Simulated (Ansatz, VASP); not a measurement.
## TaN: VASP beside Ansatz

File INCAR:

```
ALGO = Normal
EDIFF = 1E-6
ENCUT = 520
GGA = PS
ISIF = 2
ISMEAR = 0
LASPH = T
LCHARG = T
LELF = T
LREAL = F
LVHAR = T
LWAVE = F
NBANDS = 15
NELM = 100
PREC = Accurate
SIGMA = 0.15
```

The input KPOINTS:

```
k-points
0
Gamma
  24 24 20
```

Contents of POSCAR:

```
TaN
1.0
    2.9239890448      0.0000000000      0.0000000000
   -1.4619945224      2.5322487931      0.0000000000
    0.0000000000      0.0000000000      2.9855567483
Ta N
1 1
Direct
    0.3333333333      0.6666666667      0.5000000000
    0.0000000000      0.0000000000      0.0000000000
```

Input for Ansatz:

```yaml
crystal:
  lattice:
    - [2.9239890448, 0.0, 0.0]
    - [-1.4619945224, 2.5322487931, 0.0]
    - [0.0, 0.0, 2.9855567483]
  atoms:
    - { symbol: Ta, position: [0.3333333333, 0.6666666667, 0.5] }
    - { symbol: "N", position: [0.0, 0.0, 0.0] }
basis:
  ecutwfc: 420
kpoints:
  mp_grid: { grid: [24, 24, 20] }
hamiltonian:
  xc: pbesol
scf:
  occupations: { method: gaussian, width: 0.15 }
output:
  forces: true
  stress: true
  eigenvalues: true
```

Change from the starting cell: strain +0.000 along x and y, +0.040 along z, atoms carried along.

Alike in both runs: task single point; functional PBEsol; k mesh 24 × 24 × 20; occupations gaussian, width 0.15 eV; no spin polarisation.

|  | VASP | Ansatz |
| --- | --- | --- |
| version | VASP 6.6.1 | Ansatz 0.2.0 |
| potentials or method | VASP PAW PBE potentials, release 64 (Ta_pv, N) | scalar-relativistic, plane waves, PAW |
| plane-wave cutoff (eV) | 520 | 420 |
| valence electrons in the cell | 16 | 18 |

VASP gave:

- gap on the k mesh at the Fermi level (eV): none
- pressure (GPa): -13.1
- largest component of the traceless stress (GPa): 16.51

What did Ansatz give for the same quantities?

gap on the k mesh at the Fermi level (eV): none; pressure (GPa): -13.7; largest component of the traceless stress (GPa): 16.62.

A gap of «none» marks a metal or a gap that the smearing closes. The two sets of potentials don't hold the same shells in valence.

Caveats: the PAW data sets were made with another functional, which shifts forces and pressure a little (VASP). The runs have no spin-orbit coupling, so splittings on Ta are missing.
